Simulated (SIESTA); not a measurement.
BAs:

```
As B
1.0
     0.00000    2.38850    2.38850
     2.38850    0.00000    2.38850
     2.38850    2.38850    0.00000
As B
1 1
Direct
  0.75000 0.75000 0.75000
  0.00000 0.00000 0.00000
```

Base run:

- Program: SIESTA 5.4.2
- Functional: PBE
- Potentials or basis: PseudoDojo 0.5 standard (PBE files)
- Basis: DZP (energy shift 0.003 Ry; two zetas on semicore shells)
- Grid cutoff: 500 Ry
- Energy shift: 0.003 Ry
- k mesh: 10 × 10 × 10
- Occupations: fermi-dirac, width 0.05 eV
- Spin: no spin polarisation

Its results: band gap on the k mesh 1.34 eV, indirect (least direct gap 3.36 eV); pressure 4.7 GPa.

The run is repeated on the same cell with these changes: potentials or basis from PseudoDojo 0.5 standard (PBE files) to PseudoDojo 0.4 standard (PBE files, fully relativistic); spin from no spin polarisation to non-collinear spin, zero start, spin-orbit coupling. What comes out?

Band gap on the k mesh 1.28 eV, indirect (least direct gap 3.16 eV); pressure 4.8 GPa; net moment 0.00 μB per cell.

Spin-orbit coupling splits the band edges, which narrows the gap.

Caveats: the basis of atomic orbitals isn't converged, which shifts pressures, moduli and gaps.
